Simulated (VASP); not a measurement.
# BiTe (Fm-3m) in VASP: notebook

One crystal, BiTe, is run at these levels: PBE; tasks: relaxation of cell and atoms, single point.

All numbers are computed with VASP 6.6.1; they aren't measurements. Logs are shortened: lines on timing, memory, paths and dates and some standing lists are left out, and cuts for length are marked.

**1. The structure**

The structure is cubic, space group Fm-3m (No. 225). The conventional cell has a = 6.470 Å, b = 6.470 Å, c = 6.470 Å, α = 90.00°, β = 90.00°, γ = 90.00°. Around Bi (site symmetry m-3m) lie 6 Te at 3.23 Å. Te (site symmetry m-3m) is surrounded by 6 Bi at 3.23 Å.

**2. Relaxation of cell and atoms, PBE**

The input, INCAR:

```
SYSTEM = BiTe
  ALGO = Normal
  EDIFF = 1E-6
  EDIFFG = -0.005
  ENCUT = 600
  GGA = PE
  IBRION = 2
  ISIF = 3
  ISMEAR = 0
  LASPH = .True.
  LCHARG = .False.
  LREAL = .False.
  LWAVE = .False.
  NELM = 100
  NSW = 100
  PREC = Accurate
  SIGMA = 0.1
```

The input, KPOINTS:

```
k-points
0
Gamma
  12 12 12
  0 0 0
```

The input, POSCAR:

```
BiTe
1.0
    0.0000000000      3.2350000000      3.2350000000
    3.2350000000      0.0000000000      3.2350000000
    3.2350000000      3.2350000000      0.0000000000
Bi Te
1 1
Direct
    0.0000000000      0.0000000000      0.0000000000
    0.5000000000      0.5000000000      0.5000000000
```

Potentials or basis: VASP PAW PBE potentials, release 64 (Bi_d, Te).

Started as:

```
cat potpaw_PBE.64/Bi_d/POTCAR potpaw_PBE.64/Te/POTCAR > POTCAR
mpirun -np 1 vasp_std > vasp.out
```

OUTCAR:

```text
SYSTEM = BiTe
   EDIFF = 1E-6
   EDIFFG = -0.005
   ENCUT = 600
   GGA = PE
   IBRION = 2
   ISIF = 3
   ISMEAR = 0
   LASPH = .True.
   LREAL = .False.
   NELM = 100
   NSW = 100
   PREC = Accurate

 ion  position               nearest neighbor table
   1  0.000  0.000  0.000-   2 3.23   2 3.23   2 3.23   2 3.23   2 3.23   2 3.23
   2  0.500  0.500  0.500-   1 3.23   1 3.23   1 3.23   1 3.23   1 3.23   1 3.23

  LATTYP: Found a face centered cubic cell.
 ALAT       =     6.4700000000

  Lattice vectors:

 A1 = (   0.0000000000,   3.2350000000,   3.2350000000)
 A2 = (   3.2350000000,   0.0000000000,   3.2350000000)
 A3 = (   3.2350000000,   3.2350000000,   0.0000000000)

Analysis of symmetry for initial positions (statically):
=====================================================================
 Subroutine PRICEL returns:
 Original cell was already a primitive cell.

 Routine SETGRP: Setting up the symmetry group for a
 face centered cubic supercell.

 Subroutine GETGRP returns: Found 48 space group operations
 (whereof 48 operations were pure point group operations)
 out of a pool of 48 trial point group operations.

The static configuration has the point symmetry O_h .

Analysis of symmetry for dynamics (positions and initial velocities):
=====================================================================
 Subroutine PRICEL returns:
 Original cell was already a primitive cell.

 Routine SETGRP: Setting up the symmetry group for a
 face centered cubic supercell.

 Subroutine GETGRP returns: Found 48 space group operations
 (whereof 48 operations were pure point group operations)
 out of a pool of 48 trial point group operations.

The dynamic configuration has the point symmetry O_h .

 Subroutine INISYM returns: Found 48 space group operations
 (whereof 48 operations are pure point group operations),
 and found     1 'primitive' translations

----------------------------------------------------------------------------------------

                                     Primitive cell

  volume of cell :      67.7100

  direct lattice vectors                    reciprocal lattice vectors
     0.000000000  3.235000000  3.235000000    -0.154559505  0.154559505  0.154559505
     3.235000000  0.000000000  3.235000000     0.154559505 -0.154559505  0.154559505
     3.235000000  3.235000000  0.000000000     0.154559505  0.154559505 -0.154559505

  length of vectors
     4.574980874  4.574980874  4.574980874     0.267704916  0.267704916  0.267704916

  position of ions in fractional coordinates (direct lattice)
[... 100 lines left out ...]
  volume/ion in A,a.u.               =      33.86       228.46
  Fermi-wavevector in a.u.,A,eV,Ry     =   1.108146  2.094092 16.707785  1.227988
  Thomas-Fermi vector in A             =   2.244669
   LORBIT       =      0    0 simple, 1 ext, 2 COOP (PROOUT), +10 PAW based schemes
   GGA     = PE    functional components
   LHFCALC =     F    Hartree Fock is set to
   AEXX    =    0.0000 exact exchange contribution
   IVDW    =     0    specifies the selected vdW correction
   LEPSILON=     F    determine dielectric tensor
   LRPA    =     F    only Hartree local field effects (RPA)
 conjugate gradient relaxation of ions
 non-spin polarized calculation
 Gauss-broadening in eV      SIGMA  =   0.10
  energy-cutoff  :      600.00
  volume of cell :       67.71
 maximum number of plane-waves:      2285
 NGX is ok and might be reduce to    40
   NGX = 19   NGY = 19   NGZ = 19

--------------------------------------- Ionic step        1  -------------------------------------------

 number of electron      21.0000002 magnetization

 Free energy of the ion-electron system (eV)
  ---------------------------------------------------
  ext. energy  EPLUGINS =         0.00000000
  ---------------------------------------------------
  free energy    TOTEN  =        -7.17727026 eV

  energy without entropy =       -7.17104841  energy(sigma->0) =       -7.17415933

------------------------ aborting loop because EDIFF is reached ----------------------------------------

  FORCE on cell =-STRESS in cart. coord.  units (eV):
  Direction    XX          YY          ZZ          XY          YZ          ZX
  --------------------------------------------------------------------------------------
  -------------------------------------------------------------------------------------
  Total        0.2849111      0.2849111      0.2849111     -0.0000000      0.0000000     -0.0000000
  in kB        6.7416634      6.7416634      6.7416634     -0.0000000      0.0000000     -0.0000000
  external PRESSURE =       6.7416634 kB  Pullay stress =       0.0000000 kB
[... 59 lines left out ...]
--------------------------------------- Ionic step        3  -------------------------------------------

 number of electron      21.0000001 magnetization

 Free energy of the ion-electron system (eV)
  ---------------------------------------------------
  ext. energy  EPLUGINS =         0.00000000
  ---------------------------------------------------
  free energy    TOTEN  =        -7.17932491 eV

  energy without entropy =       -7.17284313  energy(sigma->0) =       -7.17608402

 E-fermi :   6.4711     XC(G=0):  -9.3711

 val. band max:        6.4545202997   @ k =  -0.2500   0.2500   0.0000
 cond. band min:       6.5086532338   @ k =   0.2500   0.1667   0.0000
 fundamental gap:      0.0541329341
 Fermi energy:         6.4711186298

 k-point     1 :       0.0000    0.0000    0.0000
  band No.  band energies     occupation
      1     -16.6669      2.00000
      2     -16.6669      2.00000
      3     -16.6646      2.00000
      4     -16.6646      2.00000
      5     -16.6646      2.00000
      6      -6.9481      2.00000
      7      -1.7038      2.00000
      8       3.9697      2.00000
      9       3.9697      2.00000
     10       3.9697      2.00000
     11       8.6021      0.00000
     12       8.6021      0.00000
     13       8.6021      0.00000
     14      11.1696      0.00000
[... 377 lines left out ...]
      1     -16.6724      2.00000
      2     -16.6697      2.00000
      3     -16.6620      2.00000
      4     -16.6590      2.00000
      5     -16.6580      2.00000
      6      -5.0087      2.00000
      7      -4.5455      2.00000
      8       2.7100      2.00000
      9       3.9937      2.00000
     10       4.0854      2.00000
     11       6.6744      0.00404
     12       6.6821      0.00285
     13       8.3587      0.00000
     14      12.6310      0.00000

 [... further k-points ...]
[... 5 lines left out ...]
  --------------------------------------------------------------------------------------
  -------------------------------------------------------------------------------------
  Total        0.0009051      0.0009051      0.0009051      0.0000000      0.0000000      0.0000000
  in kB        0.0211132      0.0211132      0.0211132      0.0000000      0.0000000      0.0000000
  external PRESSURE =       0.0211132 kB  Pullay stress =       0.0000000 kB
[... 17 lines left out ...]
  FREE ENERGIE OF THE ION-ELECTRON SYSTEM (eV)
  ---------------------------------------------------
  free  energy   TOTEN  =        -7.1793249119 eV

  energy  without entropy=       -7.1728431320  energy(sigma->0) =       -7.17608402

 reached required accuracy - stopping structural energy minimisation
```

OSZICAR:

```text
N       E                     dE             d eps       ncg     rms          rms(c)
DAV:   1     0.163500995416E+03    0.16350E+03   -0.10969E+04  2016   0.161E+03
DAV:   2     0.502574595252E+01   -0.15848E+03   -0.15666E+03  2136   0.380E+02
[... 20 lines left out ...]
DAV:   1    -0.718689365682E+01   -0.79774E-02   -0.21662E-01  2442   0.739E+00    0.476E-01
DAV:   2    -0.718059459843E+01    0.62991E-02   -0.11613E-02  2448   0.181E+00    0.199E-01
DAV:   3    -0.717929406703E+01    0.13005E-02   -0.51193E-03  2462   0.109E+00    0.320E-02
DAV:   4    -0.717931205430E+01   -0.17987E-04   -0.12348E-04  2016   0.101E-01    0.434E-02
DAV:   5    -0.717932414518E+01   -0.12091E-04   -0.33516E-05  2798   0.723E-02    0.141E-02
DAV:   6    -0.717932537950E+01   -0.12343E-05   -0.89816E-06  2238   0.467E-02    0.562E-03
DAV:   7    -0.717932491186E+01    0.46764E-06   -0.75438E-07  1014   0.133E-02
   3 F= -.71793249E+01 E0= -.71760840E+01  d E =-.205465E-02
```

CONTCAR:

```text
BiTe
   1.00000000000000
    -0.0000000000000000    3.2504241399026355    3.2504241399026355
     3.2504241399026355    0.0000000000000000    3.2504241399026355
     3.2504241399026355    3.2504241399026355   -0.0000000000000000
  Bi              Te
     1     1
Direct
     0.0000000000000000    0.0000000000000000    0.0000000000000000
     0.5000000000000000    0.5000000000000000    0.5000000000000000

  0.00000000E+00  0.00000000E+00  0.00000000E+00
  0.00000000E+00  0.00000000E+00  0.00000000E+00
```

Wall time 2.9 min (1 thread of Intel Xeon Platinum 8488C (Sapphire Rapids), shared host); peak memory 0.3 GiB.

Results:

```yaml
Free_energy: -7.1793 eV
Relaxed_volume: 34.34 Å³/atom
Relaxed_cell: a = 4.597 Å, b = 4.597 Å, c = 4.597 Å, α = 60.00°, β = 60.00°, γ = 60.00°
Space_group_after_relaxing_to_0.05_Å: Fm-3m (No. 225)
Energy_gained_by_relaxing: 1.0 meV/atom
Ionic_steps: 3
Pressure_after_relaxing: 0.0 GPa
Band_gap_on_the_k_mesh: none (metal or under the smearing width)
```

The path:
```
step  energy change (eV)  largest force (eV/Å)  pressure (GPa)  volume (Å³)
   1              0.0000                0.0000            0.67        67.71
   2             -0.0016                0.0000           -0.30        69.12
   3             -0.0021                0.0000            0.00        68.68
```

Final structure:
```cif
data_structure
_symmetry_space_group_name_H-M 'P 1'
_symmetry_Int_Tables_number 1
_cell_length_a 4.5968
_cell_length_b 4.5968
_cell_length_c 4.5968
_cell_angle_alpha 60.000
_cell_angle_beta 60.000
_cell_angle_gamma 60.000
_cell_volume 68.68
loop_
_atom_site_label
_atom_site_type_symbol
_atom_site_fract_x
_atom_site_fract_y
_atom_site_fract_z
_atom_site_occupancy
Bi1 Bi 0.00000 0.00000 0.00000 1
Te1 Te 0.50000 0.50000 0.50000 1
```

Levels at points of the mesh, in eV from the Fermi level:
| k point | band 7 | band 8 | band 9 | band 10 | band 11 | band 12 | band 13 | band 14 |
| --- | --- | --- | --- | --- | --- | --- | --- | --- |
| (0.00, 0.00, 0.00) | -8.17 | -2.50 | -2.50 | -2.50 | 2.13 | 2.13 | 2.13 | 4.70 |
| (0.50, 0.00, 0.00) | -11.19 | -1.88 | -1.88 | -1.60 | -0.80 | -0.59 | -0.59 | 7.30 |
| (0.50, 0.50, 0.00) | -9.94 | -5.55 | -3.94 | -3.94 | 2.30 | 3.53 | 3.53 | 4.86 |

Caveat: spin-orbit coupling is left out, which moves the levels of the heavy elements. Zero-point motion and thermal expansion aren't in these numbers.

**3. Single point, PBE**

The input, INCAR:

```
SYSTEM = BiTe
ALGO = Fast
EDIFF = 1E-6
ENCUT = 520
GGA = PE
ISIF = 2
ISMEAR = 0
LASPH = .TRUE.
LCHARG = .FALSE.
LREAL = .FALSE.
LWAVE = .FALSE.
NBANDS = 18
NELM = 60
PREC = Accurate
SIGMA = 0.1
```

The input, KPOINTS:

```
k-points
0
G
  6 6 6
  0 0 0
```

POSCAR is that of step 2.

Potentials or basis: VASP PAW PBE potentials, release 64 (Bi_d, Te).

Started as:

```
cat potpaw_PBE.64/Bi_d/POTCAR potpaw_PBE.64/Te/POTCAR > POTCAR
mpirun -np 1 vasp_std > vasp.out
```

Run time: 10 s. Hardware: 1 thread of Intel Xeon 6975P-C (Granite Rapids), shared host; peak memory 0.2 GiB.

Results (log left out):

- Free energy: -7.1673 eV
- Pressure: 0.9 GPa
- Band gap on the k mesh: none (metal or under the smearing width)

Levels at points of the mesh, in eV from the Fermi level:
| k point | band 7 | band 8 | band 9 | band 10 | band 11 | band 12 | band 13 | band 14 |
| --- | --- | --- | --- | --- | --- | --- | --- | --- |
| (0.00, 0.00, 0.00) | -8.02 | -2.44 | -2.44 | -2.44 | 2.26 | 2.26 | 2.26 | 4.77 |
| (0.50, 0.00, 0.00) | -11.14 | -1.81 | -1.81 | -1.49 | -0.71 | -0.52 | -0.52 | 7.43 |
| (0.50, 0.50, 0.00) | -9.85 | -5.55 | -3.91 | -3.91 | 2.35 | 3.70 | 3.70 | 5.07 |

Caveat: spin-orbit coupling is left out, which moves the levels of the heavy elements.
